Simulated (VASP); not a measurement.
# Tl: restarted molecular dynamics, 2 variants

Tl, P6_3/mmc (no. 194), 16 atoms in the cell. PBE, molecular dynamics; PAW potentials Tl (PBE set).

| Restart from | Temperature at the end (K) | The same without a restart (K) | Potential energy at the end (eV/atom) | The same without a restart (eV/atom) | Electronic steps in the first step after the restart | Time (s) |
|---|---|---|---|---|---|---|
| CONTCAR with velocities, WAVECAR read | 944.0 | 944.0 | -2.06307 | -2.06307 | 4 | 340 |
| CONTCAR with velocities, no WAVECAR | 944.0 | 944.0 | -2.06307 | -2.06307 | 14 | 306 |

Limits: 240 fs of 16 atoms are too short for converged averages.

## Input of the first row

INCAR.step1:
```
ALGO = Fast
EDIFF = 1E-6
ENCUT = 200
GGA = PE
IBRION = 0
ISIF = 2
ISMEAR = -1
ISYM = 0
KPAR = 2
LASPH = T
LCHARG = F
LREAL = Auto
LWAVE = T
MDALGO = 4
NELM = 60
NELMIN = 4
NHC_NCHAINS = 3
NHC_PERIOD = 30
NSW = 30
POTIM = 4.0
PREC = Normal
RANDOM_SEED = 904538 0 0
SIGMA = 0.05
TEBEG = 1000
```

INCAR.step2, as INCAR.step1 but for:
```
- LWAVE = T
+ LWAVE = F
```

KPOINTS:
```
k-points
0
Monkhorst-Pack
  2 2 1
```

POSCAR.step1:
```
Tl
1.0
    6.9120000000      0.0000000000      0.0000000000
    0.0000000000      5.9859675910      0.0000000000
    0.0000000000      0.0000000000     11.0500000000
Tl
16
Direct
    0.2500000000      0.1666666666      0.3750000000
    0.2500000000      0.1666666666      0.8750000000
    0.7500000000      0.1666666666      0.3750000000
    0.7500000000      0.1666666666      0.8750000000
    0.0000000001      0.6666666666      0.3750000000
    0.0000000001      0.6666666666      0.8750000000
    0.5000000000      0.6666666666      0.3750000000
    0.5000000000      0.6666666666      0.8750000000
    0.0000000000      0.3333333334      0.1250000000
    0.0000000000      0.3333333334      0.6250000000
    0.5000000000      0.3333333334      0.1250000000
    0.5000000000      0.3333333334      0.6250000000
    0.2500000000      0.8333333333      0.1250000000
    0.2500000000      0.8333333333      0.6250000000
    0.7500000000      0.8333333333      0.1250000000
    0.7500000000      0.8333333333      0.6250000000
```

Commands (each step's output is kept before the next begins):
```
cat potpaw_PBE.64/Tl/POTCAR > POTCAR
cp INCAR.step1 INCAR
cp POSCAR.step1 POSCAR
mpirun -np 2 vasp_std > vasp.out
cp CONTCAR POSCAR
cp INCAR.step2 INCAR
mpirun -np 2 vasp_std > vasp.out
```

Changes of the last row against the first:
```
(step 1)
- LWAVE = True
+ LWAVE = False
```

VASP 6.6.1 took 340 s on 2 cores (Intel Xeon Platinum 8375C @ 2.90GHz (Ice Lake)), a shared host.
